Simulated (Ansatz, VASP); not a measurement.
# Mg: VASP beside Ansatz

```
Mg
1.0
     3.20930    0.00000    0.00000
    -1.60465    2.77934    0.00000
     0.00000    0.00000    5.21030
Mg
2
Direct
  0.66667 0.33333 0.75000
  0.33333 0.66667 0.25000
```

Alike in both runs: functional PBEsol; k mesh 8 × 8 × 5; occupations fermi-dirac, width 0.05 eV; no spin polarisation.

```csv
,VASP,Ansatz
version,VASP 6.6.1,Ansatz 0.2.0
potentials or method,"VASP PAW PBE potentials, release 64 (Mg)",Ansatz PAW
plane-wave cutoff (eV),520,420
valence electrons in the cell,4,20
task,single point,band structure
```

```tsv
	VASP	Ansatz	Ansatz less VASP
gap on the k mesh at the Fermi level (eV)	none	none	-
pressure (GPa)	-1.1	-1.1	+0.06
largest component of the traceless stress (GPa)	0.21	0.21	+0.001
```

A gap of «none» marks a metal or a gap that the smearing closes. With one functional, cell and mesh, what is left measures potentials, basis and numerics. The two sets of potentials don't hold the same shells in valence.

Caveats: the PAW data sets were made with another functional, which shifts forces and pressure a little (VASP); the PAW data sets come from PBE, with cores solved anew for the run's functional, which leaves a small shift of forces and pressure (Ansatz).
